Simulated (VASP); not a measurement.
# As: relaxation of cell and atoms with PBE

The system is As.

```
As
1.0
     1.88080    1.08588    3.51406
    -1.88080    1.08588    3.51406
     0.00000   -2.17176    3.51406
As
2
Direct
  0.77400 0.77400 0.77400
  0.22600 0.22600 0.22600
```

| Item | Value |
| --- | --- |
| Program | VASP 6.6.1 |
| Task | relaxation of cell and atoms |
| Functional | PBE |
| Potentials or basis | VASP PAW PBE potentials, release 64 (As) |
| Cutoff | 600 eV |
| k mesh | 12 × 12 × 12 |
| Occupations | methfessel-paxton, width 0.1 eV |
| Spin | no spin polarisation |
| Further INCAR settings | ALGO = Normal; EDIFF = 1e-06; IBRION = 2; EDIFFG = -0.01; NSW = 90; ISIF = 3 |

- Relaxed volume: 22.61 Å³/atom
- Relaxed cell: a = 4.208 Å, b = 4.208 Å, c = 4.208 Å, α = 53.93°, β = 53.93°, γ = 53.93°
- Space group after relaxing (to 0.05 Å): R-3m (No. 166)
- Energy gained by relaxing: 15.0 meV/atom
- Ionic steps: 10
- Pressure after relaxing: 0.0 GPa
- Largest force after relaxing: 0.008 eV/Å
- Band gap on the k mesh: none (metal or under the smearing width)

Forces in eV/Å, atoms in the order of the input:
```
As   0.000  0.000  0.008
As   0.000  0.000 -0.008
```

The path:
```
step  energy change (eV)  largest force (eV/Å)  pressure (GPa)  volume (Å³)
   1              0.0000                0.4952            4.09        43.06
   2             -0.0113                0.3862           -2.68        46.58
   3             -0.0298                0.0226            0.04        44.97
   4             -0.0298                0.0129            0.11        44.93
   5             -0.0298                0.0068            0.09        44.97
   6             -0.0299                0.0114            0.05        45.10
   7             -0.0299                0.0189            0.03        45.15
   8             -0.0300                0.0029           -0.04        45.21
   9             -0.0300                0.0104           -0.09        45.25
  10             -0.0300                0.0085           -0.01        45.23
```

Final structure:
```cif
data_structure
_symmetry_space_group_name_H-M 'P 1'
_symmetry_Int_Tables_number 1
_cell_length_a 4.2084
_cell_length_b 4.2084
_cell_length_c 4.2084
_cell_angle_alpha 53.927
_cell_angle_beta 53.927
_cell_angle_gamma 53.927
_cell_volume 45.23
loop_
_atom_site_label
_atom_site_type_symbol
_atom_site_fract_x
_atom_site_fract_y
_atom_site_fract_z
_atom_site_occupancy
As1 As 0.77318 0.77318 0.77318 1
As2 As 0.22682 0.22682 0.22682 1
```

Levels at points of the mesh, in eV from the Fermi level:
```csv
k point,band 3,band 4,band 5,band 6,band 7,band 8
"(0.00, 0.00, 0.00)",-2.40,-1.87,-1.87,1.68,2.84,2.84
"(0.50, 0.00, 0.00)",-2.68,-2.65,-0.41,-0.28,0.40,1.40
"(0.50, 0.50, 0.00)",-5.70,-3.98,-3.86,1.65,5.16,6.61
"(0.50, 0.50, 0.50)",-1.61,-1.61,-0.64,0.84,0.84,1.70
```

It took 2.4 min on 1 thread of Intel(R) Xeon(R) 6975P-C (Granite Rapids), on a shared host, peak memory 0.26 GiB.

PBE usually gives volumes a little too large and moduli too small. Zero-point motion and thermal expansion aren't in these numbers.
